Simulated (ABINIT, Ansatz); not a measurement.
# GaAs (F-43m): G0W0 with ABINIT, start to end, part 2 of 3

Aim: the G0W0 gap of GaAs (F-43m) on PBE, step by step.

ABINIT 10.8.3; PBE and many-body steps on it, plane waves. Known limits of the many-body steps: not at the basis limit; screening runs away on this mesh; no spin-orbit coupling; coarse k mesh.

So far. Step 2 (Ground state): The gap is direct, at Γ.

## 3. Bands along the symmetry lines

Level of this step: DFT, PBE, plane waves, norm-conserving pseudopotentials (ABINIT).

The cheap functional maps the bands first; the places of the edges decide which points the dearer methods must see.

Contents of run.abi:

```
acell 3*1.0 Angstrom
rprim 
  0.000000000000 2.826850000000 2.826850000000
  2.826850000000 0.000000000000 2.826850000000
  2.826850000000 2.826850000000 0.000000000000
ntypat 2
znucl 31 33
natom 2
typat 1 2
xred 
  0.000000000000 0.000000000000 0.000000000000
  0.250000000000 0.250000000000 0.250000000000
pp_dirpath "pseudos"
pseudos "Ga.upf, As.upf"
ecut 45
iscf -2
irdden 1
kptopt 0
nkpt 50
kpt 
  0.00000000 0.00000000 0.00000000
  -0.06250000 -0.06250000 0.00000000
  -0.12500000 -0.12500000 0.00000000
  -0.18750000 -0.18750000 0.00000000
  -0.25000000 -0.25000000 0.00000000
  -0.31250000 -0.31250000 0.00000000
  -0.37500000 -0.37500000 0.00000000
  -0.43750000 -0.43750000 0.00000000
  -0.50000000 -0.50000000 0.00000000
  -0.48437500 -0.48437500 0.03125000
  -0.46875000 -0.46875000 0.06250000
  -0.45312500 -0.45312500 0.09375000
  -0.43750000 -0.43750000 0.12500000
  -0.42187500 -0.42187500 0.15625000
  -0.40625000 -0.40625000 0.18750000
  -0.39062500 -0.39062500 0.21875000
  -0.37500000 -0.37500000 0.25000000
  -0.37500000 0.00000000 0.37500000
  -0.32812500 0.00000000 0.32812500
  -0.28125000 0.00000000 0.28125000
  -0.23437500 0.00000000 0.23437500
  -0.18750000 0.00000000 0.18750000
  -0.14062500 0.00000000 0.14062500
  -0.09375000 0.00000000 0.09375000
  -0.04687500 0.00000000 0.04687500
  0.00000000 0.00000000 0.00000000
  0.00000000 0.00000000 0.06250000
  0.00000000 0.00000000 0.12500000
  0.00000000 0.00000000 0.18750000
  0.00000000 0.00000000 0.25000000
  0.00000000 0.00000000 0.31250000
  0.00000000 0.00000000 0.37500000
  0.00000000 0.00000000 0.43750000
  -0.00000000 -0.00000000 0.50000000
  -0.06250000 -0.03125000 0.46875000
  -0.12500000 -0.06250000 0.43750000
  -0.18750000 -0.09375000 0.40625000
  -0.25000000 -0.12500000 0.37500000
  -0.31250000 -0.15625000 0.34375000
  -0.37500000 -0.18750000 0.31250000
  -0.43750000 -0.21875000 0.28125000
  -0.50000000 -0.25000000 0.25000000
  -0.50000000 -0.28125000 0.21875000
  -0.50000000 -0.31250000 0.18750000
  -0.50000000 -0.34375000 0.15625000
  -0.50000000 -0.37500000 0.12500000
  -0.50000000 -0.40625000 0.09375000
  -0.50000000 -0.43750000 0.06250000
  -0.50000000 -0.46875000 0.03125000
  -0.50000000 -0.50000000 0.00000000
istwfk *1
nband 29
nbdbuf 2
tolwfr 1e-08
nstep 40
prtwf 0
prtvol 0
indata_prefix "in"
outdata_prefix "out"
tmpdata_prefix "tmp"
```

Command:

```bash
> OMP_NUM_THREADS=1 mpirun -n 4 abinit run.abi > log
```

Numbers of over 12 decimals in the logs are rounded to 6 here.

The program printed:

```text
.Version 10.8.3 of ABINIT. v10.8.2 released Aug 2026.

 Symmetries : space group F-4 3 m (#216); Bravais cF (face-center cubic)
[... echo of the input left out ...]
== DATASET  1 ==================================================================
-   mpi_nproc: 4, omp_nthreads: 1 (-1 if OMP is not activated)

--- !DatasetInfo
iteration_state: {dtset: 1, }
dimensions: {natom: 2, nkpt: 50, mband: 29, nsppol: 1, nspinor: 1, nspden: 1, mpw: 4477, }
cutoff_energies: {ecut:  45.0, pawecutdg:  -1.0, }
electrons: {nelect:   4.40000000E+01, charge:   0.00000000E+00, occopt:   1.00000000E+00, tsmear:   1.00000000E-02, }

 Real(R)+Recip(G) space primitive vectors, cartesian coordinates (Bohr,Bohr^-1):
 R(1)=  0.0000000  5.3419723  5.3419723  G(1)= -0.0935984  0.0935984  0.0935984
 R(2)=  5.3419723  0.0000000  5.3419723  G(2)=  0.0935984 -0.0935984  0.0935984
 R(3)=  5.3419723  5.3419723  0.0000000  G(3)=  0.0935984  0.0935984 -0.0935984
 Unit cell volume ucvol=  3.0488418E+02 bohr^3
 Angles (23,13,12)=  6.00000000E+01  6.00000000E+01  6.00000000E+01 degrees

 getcut: wavevector=  0.0000  0.0000  0.0000  ngfft=  48  48  48
         ecut(hartree)=     45.000   => boxcut(ratio)=   2.10404

--- Pseudopotential description ------------------------------------------------
- Ga Generated using ONCVPSP code by D. R. Hamann
- 31.00000  21.00000  171031                  znucl, zion, pspdat
12 -101130 2 -1 1902                          pspcod,pspxc,lmax,lloc,mmax
     nproj     2     2     2
  pspatm : epsatm=   21.85474337
         --- l  ekb(1:nproj) -->
             0    4.962806   -1.220223
             1   -5.679278   -1.350476
             2  -10.596651   -3.839775
 pspatm: atomic psp has been read  and splines computed

- As Generated using ONCVPSP code by D. R. Hamann
- 33.00000  23.00000  171031                  znucl, zion, pspdat
12 -101130 2 -1 1358                          pspcod,pspxc,lmax,lloc,mmax
     nproj     2     2     2
  pspatm : epsatm=   24.77333152
         --- l  ekb(1:nproj) -->
[...]
pspatm: atomic psp has been read  and splines computed

--------------------------------------------------------------------------------

================================================================================
 prteigrs : about to open file out_EIG
 Non-SCF case, kpt    1 (  0.00000  0.00000  0.00000), residuals and eigenvalues=
  7.95E-09  4.10E-09  8.72E-10  4.22E-09  1.87E-09  2.51E-09  6.84E-09  4.92E-09
  4.52E-09  6.80E-09  5.31E-09  1.63E-09  2.65E-09  3.05E-09  6.31E-09  5.72E-09
  3.83E-09  3.66E-09  7.04E-09  2.25E-09  2.99E-09  6.38E-09  8.69E-09  9.63E-09
  3.50E-09  7.40E-09  6.12E-09  1.08E-06  2.68E-05
 -6.5841E+00 -5.0788E+00 -4.5024E+00 -4.5024E+00 -4.5024E+00 -3.2656E+00
 -3.2656E+00 -3.2656E+00 -1.0842E+00 -1.0842E+00 -1.0842E+00 -1.0838E+00
 -1.0838E+00 -3.3685E-01 -3.3685E-01 -3.3685E-01 -3.3402E-01 -3.3402E-01
[...]
1.73E-09  1.85E-09  3.51E-09  1.38E-07  1.65E-05
[...]
Non-SCF case, kpt    3 ( -0.12500 -0.12500  0.00000), residuals and eigenvalues=
[...]
Non-SCF case, kpt   49 ( -0.50000 -0.46875  0.03125), residuals and eigenvalues=
[...]
Non-SCF case, kpt   50 ( -0.50000 -0.50000  0.00000), residuals and eigenvalues=
[...]
-1.0837E+00 -3.4072E-01 -3.3464E-01 -3.3464E-01 -3.3460E-01 -3.3301E-01
 -1.6768E-01 -4.2359E-02  1.0989E-01  1.0989E-01  2.6225E-01  2.6928E-01
[...]
--- !ResultsGS
iteration_state: {dtset: 1, }
comment   : Summary of ground state results
lattice_vectors:
- [  0.0000000,   5.3419723,   5.3419723, ]
- [  5.3419723,   0.0000000,   5.3419723, ]
- [  5.3419723,   5.3419723,   0.0000000, ]
lattice_lengths: [   7.55469,    7.55469,    7.55469, ]
lattice_angles: [ 60.000,  60.000,  60.000, ] # degrees, (23, 13, 12)
lattice_volume:   3.0488418E+02
convergence: {deltae:  0.000E+00, res2:  0.000E+00, residm:  9.967E-09, diffor:  0.000E+00, }
etotal    :  -5.53587247E+02
entropy   :   0.00000000E+00
fermie    :   2.08235878E-01
cartesian_stress_tensor: null
pressure_GPa: null
xred      :
- [  0.0000E+00,   0.0000E+00,   0.0000E+00, Ga]
- [  2.5000E-01,   2.5000E-01,   2.5000E-01, As]
cartesian_forces: null
force_length_stats: {min: null, max: null, mean: null, }

 Integrated electronic density in atomic spheres:
 ------------------------------------------------
 Atom  Sphere_radius  Integrated_density
[...]
================================================================================

 ----iterations are completed or convergence reached----

 Mean square residual over all n,k,spin=   48.042E-10; max=  99.673E-10
 reduced coordinates (array xred) for    2 atoms
       0.000000000000      0.000000000000      0.000000000000
       0.250000000000      0.250000000000      0.250000000000

 cartesian coordinates (angstrom) at end:
    1      0.000000     0.000000     0.000000
    2      1.413425     1.413425     1.413425
 length scales=  1.889726125908  1.889726125908  1.889726125908 bohr
              =  1.000000000000  1.000000000000  1.000000000000 angstroms
 prteigrs : about to open file out_EIG
 Eigenvalues (hartree) for nkpt=  50  k points:
 kpt#   1, nband= 29, wtk=  1.00000, kpt=  0.0000  0.0000  0.0000 (reduced coord)
[...]
kpt#   2, nband= 29, wtk=  1.00000, kpt= -0.0625 -0.0625  0.0000 (reduced coord)
[...]
kpt#   3, nband= 29, wtk=  1.00000, kpt= -0.1250 -0.1250  0.0000 (reduced coord)
[...]
kpt#  49, nband= 29, wtk=  1.00000, kpt= -0.5000 -0.4687  0.0313 (reduced coord)
[...]
0.57609    0.57670    0.61192    0.68199    0.70271
 kpt#  50, nband= 29, wtk=  1.00000, kpt= -0.5000 -0.5000  0.0000 (reduced coord)
[...]
-1.08414   -1.08402   -1.08402   -1.08377   -1.08368   -0.34072   -0.33464   -0.33464
  -0.33460   -0.33301   -0.16768   -0.04236    0.10989    0.10989    0.26225    0.26928
   0.58231    0.58231    0.61197    0.69814    0.70285

== END DATASET(S) ==============================================================
================================================================================

 -outvars: echo values of variables after computation  --------
            nband          29
             nkpt          50
          spgroup         216
 [... the other variables as echoed above ...]

 Calculation completed.
```

The job ended after 22 s (4 MPI ranks of Arm Neoverse V2, shared host; peak memory 0.39 GiB; 88 s of CPU time).

Numbers from this step:

* gap: 0.5078 eV
* k of the valence top: 0, 0, 0
* k of the conduction bottom: 0, 0, 0
* least direct gap: 0.5078 eV

The gap is 0.508 eV, as in the run before at this level.

The electronic bands at the labelled points (eV, zero at the top of the highest filled band):

```tsv
point	band 19	band 20	band 21	band 22	band 23	band 24	band 25	band 26
Γ	-12.73	0.00	0.00	0.00	0.51	3.74	3.74	3.74
halfway	-11.80	-4.09	-1.69	-1.69	1.99	3.27	6.62	6.62
X	-10.23	-6.82	-2.68	-2.68	1.47	1.66	10.18	10.18
halfway	-10.22	-6.77	-3.20	-2.57	1.66	2.57	9.21	9.43
U	-10.27	-6.63	-3.86	-2.26	1.97	4.64	7.96	8.07
jump to K	-10.27	-6.63	-3.86	-2.26	1.97	4.64	7.96	8.07
halfway	-11.72	-4.56	-2.44	-0.68	2.68	4.77	4.81	5.65
Γ	-12.73	0.00	0.00	0.00	0.51	3.74	3.74	3.74
halfway	-12.04	-4.14	-0.68	-0.68	1.45	4.60	4.60	5.96
L	-10.97	-6.64	-1.14	-1.14	1.00	4.65	4.65	7.76
halfway	-10.63	-6.49	-3.22	-1.94	3.03	4.18	6.35	7.70
W	-10.17	-6.63	-3.53	-3.34	4.62	4.73	5.42	6.05
halfway	-10.20	-6.73	-3.14	-3.04	2.56	2.76	8.15	8.36
X	-10.23	-6.82	-2.68	-2.68	1.47	1.66	10.18	10.18
```

The electronic bands as a text plot (rows in eV, shown from -8.0 to 6.5 only):

```
    6.2 |                  +++              +         ++ +++
    5.6 |    +              +++++++                  +  ++++
    5.0 |  ++                   +  ++      + ++   +++    ++
    4.4 |                 +      ++      ++++  +++++++++++++
    3.8 |++              +         ++++++++             +   +
    3.2 |  +++++        +                             ++
    2.6 |  +++  +++    +   ++++++++                  +       ++
    2.0 |     ++   ++ + +++        ++               +         +++
    1.4 | +     ++++++++             +  ++++++++  ++            +
    0.8 |+                            ++        ++
    0.2 |*                           ****
   -0.4 | ***                   ******   ****
   -1.0 | *  *                **   ***  *    ********
   -1.7 |     **           ***   **               ** **
   -2.3 |  **   ***     ***     *  **    **         *  *
   -2.9 |    *     *****      **           *         *  **   ****
   -3.5 |              ***  **   **                   *******
   -4.1 |     **          **                *
   -4.7 |                       *
   -5.3 |       **            **             **
   -5.9 |         *         **                 *
   -6.5 |          **  *****                    ***************
   -7.1 |            **                                        **
   -7.7 |
         Γ           X  U|K            Γ         L        W     X
```

## 4. Empty states on the mesh, 4×4×4 mesh, 68 bands

The sums over transitions need many empty states on a uniform mesh; this step solves for them.

Contents of run.abi:

```
acell 3*1.0 Angstrom
rprim 
  0.000000000000 2.826850000000 2.826850000000
  2.826850000000 0.000000000000 2.826850000000
  2.826850000000 2.826850000000 0.000000000000
ntypat 2
znucl 31 33
natom 2
typat 1 2
xred 
  0.000000000000 0.000000000000 0.000000000000
  0.250000000000 0.250000000000 0.250000000000
pp_dirpath "pseudos"
pseudos "Ga.upf, As.upf"
ecut 45
ngkpt 4 4 4
nshiftk 1
shiftk 0 0 0
kptopt 1
chksymbreak 0
iscf -2
irdden 1
istwfk *1
nband 68
nbdbuf 6
tolwfr 1e-09
nstep 60
prtvol 0
indata_prefix "in"
outdata_prefix "out"
tmpdata_prefix "tmp"
```

The program printed:

```text
.Version 10.8.3 of ABINIT. v10.8.2 released Aug 2026.

 Symmetries : space group F-4 3 m (#216); Bravais cF (face-center cubic)
[... echo of the input left out ...]
== DATASET  1 ==================================================================
-   mpi_nproc: 4, omp_nthreads: 1 (-1 if OMP is not activated)

--- !DatasetInfo
iteration_state: {dtset: 1, }
dimensions: {natom: 2, nkpt: 8, mband: 68, nsppol: 1, nspinor: 1, nspden: 1, mpw: 4477, }
cutoff_energies: {ecut:  45.0, pawecutdg:  -1.0, }
electrons: {nelect:   4.40000000E+01, charge:   0.00000000E+00, occopt:   1.00000000E+00, tsmear:   1.00000000E-02, }

 Real(R)+Recip(G) space primitive vectors, cartesian coordinates (Bohr,Bohr^-1):
 R(1)=  0.0000000  5.3419723  5.3419723  G(1)= -0.0935984  0.0935984  0.0935984
 R(2)=  5.3419723  0.0000000  5.3419723  G(2)=  0.0935984 -0.0935984  0.0935984
 R(3)=  5.3419723  5.3419723  0.0000000  G(3)=  0.0935984  0.0935984 -0.0935984
 Unit cell volume ucvol=  3.0488418E+02 bohr^3
 Angles (23,13,12)=  6.00000000E+01  6.00000000E+01  6.00000000E+01 degrees

 getcut: wavevector=  0.0000  0.0000  0.0000  ngfft=  48  48  48
         ecut(hartree)=     45.000   => boxcut(ratio)=   2.10404

--- Pseudopotential description ------------------------------------------------
- Ga Generated using ONCVPSP code by D. R. Hamann
- 31.00000  21.00000  171031                  znucl, zion, pspdat
12 -101130 2 -1 1902                          pspcod,pspxc,lmax,lloc,mmax
     nproj     2     2     2
  pspatm : epsatm=   21.85474337
         --- l  ekb(1:nproj) -->
             0    4.962806   -1.220223
             1   -5.679278   -1.350476
             2  -10.596651   -3.839775
 pspatm: atomic psp has been read  and splines computed

- As Generated using ONCVPSP code by D. R. Hamann
- 33.00000  23.00000  171031                  znucl, zion, pspdat
12 -101130 2 -1 1358                          pspcod,pspxc,lmax,lloc,mmax
     nproj     2     2     2
  pspatm : epsatm=   24.77333152
         --- l  ekb(1:nproj) -->
[...]
pspatm: atomic psp has been read  and splines computed

--------------------------------------------------------------------------------

================================================================================
 prteigrs : about to open file out_EIG
 Non-SCF case, kpt    1 (  0.00000  0.00000  0.00000), residuals and eigenvalues=
  4.27E-10  8.42E-10  2.04E-10  2.43E-10  2.35E-10  4.34E-10  4.59E-10  4.14E-10
  4.44E-10  1.59E-10  1.61E-10  2.08E-10  5.78E-10  6.48E-10  5.05E-10  7.15E-10
  1.87E-10  3.36E-10  3.47E-10  5.10E-10  3.83E-10  6.06E-10  6.33E-10  2.00E-10
[...]
3.65E-10  3.66E-10  1.08E-08  3.23E-08
 -6.5841E+00 -5.0788E+00 -4.5024E+00 -4.5024E+00 -4.5024E+00 -3.2656E+00
 -3.2656E+00 -3.2656E+00 -1.0842E+00 -1.0842E+00 -1.0842E+00 -1.0838E+00
 -1.0838E+00 -3.3685E-01 -3.3685E-01 -3.3685E-01 -3.3402E-01 -3.3402E-01
[...]
1.7036E+00  1.7036E+00  1.7036E+00  1.7349E+00  1.7349E+00  1.7349E+00
  1.7685E+00  1.7685E+00  1.7685E+00  1.7940E+00  1.7940E+00  1.7940E+00
  1.8049E+00  1.8049E+00
 prteigrs : prtvol=0 or 1, do not print more k-points.

--- !ResultsGS
iteration_state: {dtset: 1, }
comment   : Summary of ground state results
lattice_vectors:
- [  0.0000000,   5.3419723,   5.3419723, ]
- [  5.3419723,   0.0000000,   5.3419723, ]
- [  5.3419723,   5.3419723,   0.0000000, ]
lattice_lengths: [   7.55469,    7.55469,    7.55469, ]
lattice_angles: [ 60.000,  60.000,  60.000, ] # degrees, (23, 13, 12)
lattice_volume:   3.0488418E+02
convergence: {deltae:  0.000E+00, res2:  0.000E+00, residm:  9.917E-10, diffor:  0.000E+00, }
etotal    :  -5.53587247E+02
entropy   :   0.00000000E+00
fermie    :   2.08235878E-01
cartesian_stress_tensor: null
pressure_GPa: null
xred      :
- [  0.0000E+00,   0.0000E+00,   0.0000E+00, Ga]
- [  2.5000E-01,   2.5000E-01,   2.5000E-01, As]
cartesian_forces: null
force_length_stats: {min: null, max: null, mean: null, }

 Integrated electronic density in atomic spheres:
 ------------------------------------------------
 Atom  Sphere_radius  Integrated_density
[...]
================================================================================

 ----iterations are completed or convergence reached----

 Mean square residual over all n,k,spin=   43.506E-11; max=  99.169E-11
 reduced coordinates (array xred) for    2 atoms
       0.000000000000      0.000000000000      0.000000000000
       0.250000000000      0.250000000000      0.250000000000

 cartesian coordinates (angstrom) at end:
    1      0.000000     0.000000     0.000000
    2      1.413425     1.413425     1.413425
 length scales=  1.889726125908  1.889726125908  1.889726125908 bohr
              =  1.000000000000  1.000000000000  1.000000000000 angstroms
 prteigrs : about to open file out_EIG
 Eigenvalues (hartree) for nkpt=   8  k points:
 kpt#   1, nband= 68, wtk=  0.01563, kpt=  0.0000  0.0000  0.0000 (reduced coord)
[...]
1.67552    1.69905    1.69905    1.70085    1.70085    1.70085    1.70364    1.70364
   1.70364    1.73489    1.73489    1.73489    1.76848    1.76848    1.76848    1.79404
   1.79404    1.79404    1.80494    1.80494
 prteigrs : prtvol=0 or 1, do not print more k-points.

== END DATASET(S) ==============================================================
================================================================================

 -outvars: echo values of variables after computation  --------
            nband          68
             nkpt           8
          spgroup         216
 [... the other variables as echoed above ...]

 Calculation completed.
```

Wall time 12 s (4 MPI ranks); peak memory 0.34 GiB.

Numbers from this step:

| Quantity | Value |
| --- | --- |
| gap | 0.5078 eV |
| k of the valence top | 0, 0, 0 |
| k of the conduction bottom | 0, 0, 0 |
| least direct gap | 0.5078 eV |
| k points computed | 8 |
| lowest point of the top converged band, above the valence top | 42.46 eV |

On this mesh the gap is 0.508 eV.

## 5. Screening, 4×4×4 mesh, 62 bands, screening to 119.7 eV

The RPA dielectric matrix is built and inverted for each q.

This step: RPA screening on PBE, plane waves, norm-conserving pseudopotentials.

Edit run.abi of step 4 so:

```diff
@@ -20,10 +20,11 @@
 chksymbreak 0
-iscf -2
-irdden 1
 istwfk *1
-nband 68
-nbdbuf 6
-tolwfr 1e-09
-nstep 60
-prtvol 0
+occopt 1
+irdwfk 1
+optdriver 3
+nband 62
+ecuteps 4.4
+inclvkb 2
+awtr 1
+symchi 1
 indata_prefix "in"
```

The program printed:

```text
.Version 10.8.3 of ABINIT. v10.8.2 released Aug 2026.

 Symmetries : space group F-4 3 m (#216); Bravais cF (face-center cubic)
[... echo of the input left out ...]
== DATASET  1 ==================================================================
-   mpi_nproc: 4, omp_nthreads: 1 (-1 if OMP is not activated)

--- !DatasetInfo
iteration_state: {dtset: 1, }
dimensions: {natom: 2, nkpt: 8, mband: 62, nsppol: 1, nspinor: 1, nspden: 1, mpw: 4477, }
cutoff_energies: {ecut:  45.0, pawecutdg:  -1.0, }
electrons: {nelect:   4.40000000E+01, charge:   0.00000000E+00, occopt:   1.00000000E+00, tsmear:   1.00000000E-02, }

 SCREENING: Calculation of the susceptibility and dielectric matrices

 Based on a program developped by R.W. Godby, V. Olevano, G. Onida, and L. Reining.
 Incorporated in ABINIT by V. Olevano, G.-M. Rignanese, and M. Torrent.
.Using double precision arithmetic ; gwpc =  8

[... cell and pseudopotentials left out ...]
--------------------------------------------------------------------------------

 ==== K-mesh for the wavefunctions ====
 Number of points in the irreducible wedge :     8
[... list of points left out ...]
 Together with 24 symmetry operations and time-reversal symmetry
 yields    64 points in the full Brillouin Zone.

 ==== Q-mesh for the screening function ====
 Number of points in the irreducible wedge :     8
[... list of points left out ...]
 Together with 24 symmetry operations and time-reversal symmetry
 yields    64 points in the full Brillouin Zone.

 setmesh: FFT mesh size selected  =    30x   30x   30
          total number of points  =        27000

 vcoul_init : cutoff-mode = AUXILIARY_FUNCTION
 q-points for optical limit:   1
     1)      0.000010    0.000020    0.000030

- screening: taking advantage of time-reversal symmetry
- Maximum band index for partially occupied states nbvw = 22
- Remaining bands to be divided among processors   nbcw = 40
- Number of bands treated by each node ~10

 Number of electrons calculated from density =   44.0000; Expected =   44.0000
 average of density, n =  0.144317
 r_s =    1.1827
 omega_plasma =   36.6450 [eV]

 calculating chi0 at frequencies [eV] :
  1    0.000000E+00    0.000000E+00
  2    0.000000E+00    3.664498E+01

--------------------------------------------------------------------------------
  q-point number  1        q = ( 0.000000, 0.000000, 0.000000) [r.l.u.]
--------------------------------------------------------------------------------
[... chi0 elements left out ...]
 For q-point:  0.000010 0.000020 0.000030
  dielectric constant = 139.9032
  dielectric constant without local fields = 149.5390

  Average fulfillment of the sum rule on Im[epsilon] for q-point    1 :     22.12  [%]
[... wings left out ...]
  q-point number  2        q = ( 0.250000, 0.000000, 0.000000) [r.l.u.]
--------------------------------------------------------------------------------
[... chi0 elements left out ...]
  Average fulfillment of the sum rule on Im[epsilon] for q-point    2 :     27.13  [%]

 [... 6 further q-points ...]
```

The job ended after 17 s (4 MPI ranks; peak memory 0.86 GiB; 67 s of CPU time).

Numbers from this step:

| Property | Result |
| --- | --- |
| ε∞ with local fields, on this mesh, along the program's q direction | 139.9 |
| the same without local fields | 149.5 |
| plasma frequency | 36.65 eV |
| plane waves in the screening matrix | 137 |

Local fields lower ε∞ by 6 %. The value itself is an artefact of the mesh, where one narrow direct gap carries too much weight.

[end of part 2 of 3]

[Paths, hosts, dates, memory and timing lines, banners, echoed tables and standing remarks are left out of the program output.]

[Logs are printed without paths, hosts, clocks, repeated set-up lines and the standing remarks that a program may print on its own settings, such as how far it seeks lower states.]

[Runs of the session that timed out or met a known fault of the program may be left out.]

[Hosts, paths, dates, database ids (printed as entryN), source tags and the programs' standing remarks are cut or masked in the printed files.]

[G0W0 gaps are taken among the corrected bands and points alone; a level outside them can change the order at an edge.]

[Where Ansatz stands beside ABINIT at settings called matched, ABINIT's density can come from a denser mesh and the files from another edition; pairs whose starting gaps differed by over 0.03 eV were left out, so agreement reads better than it is.]
